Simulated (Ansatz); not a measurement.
SiGe: do energies and stresses tell the same story?

Computed with Ansatz, DFT PBEsol, scalar-relativistic, plane waves, PAW.

Settings: cutoff 420 eV, Γ-centred mesh 12×12×6 on the computed 4-atom cell, Gaussian smearing of 0.02 eV; no spin polarisation.

Relaxed cell: P6_3mc, a = 3.901 Å, b = 3.901 Å, c = 6.443 Å, α = 90.00°, β = 90.00°, γ = 120.00°, 4 atoms in the primitive cell. Whether it is the stable form of this composition wasn't checked.

Energies at zero smearing and pressures from the stress tensor, at volumes with shape and atoms relaxed:
```csv
V (Å³/atom),E − E(first) (meV/atom),P (GPa)
18.678,0.00,13.74
19.315,-45.80,9.42
19.951,-75.77,5.76
20.588,-92.30,2.64
21.225,-97.41,0.00
21.862,-92.84,-2.24
22.498,-80.07,-4.13
23.347,-52.47,-6.20
```

Task: Check P = −dE/dV between neighbouring volumes, and get the bulk modulus from the pressures alone.

Result: With 1 eV/Å³ = 160.2 GPa:
| middle V (Å³/atom) | −ΔE/ΔV (GPa) | mean P (GPa) |
| --- | --- | --- |
| 18.996 | 11.524 | 11.582 |
| 19.633 | 7.541 | 7.591 |
| 20.270 | 4.158 | 4.200 |
| 20.907 | 1.286 | 1.322 |
| 21.543 | -1.150 | -1.118 |
| 22.180 | -3.212 | -3.185 |
| 22.923 | -5.209 | -5.168 |

The two differ by 0.06 GPa at most. The mean of two end pressures misses the average over a step by about ΔV² P″/12, up to 0.06 GPa here; with that taken off 0.00 GPa remains. Around V = 21.225 Å³/atom, the two neighbours give B = −V ΔP/ΔV = 21.225 × 4.88 / 1.273 = 81.3 GPa, against B0 = 80.8 GPa from the Birch–Murnaghan fit of the energies.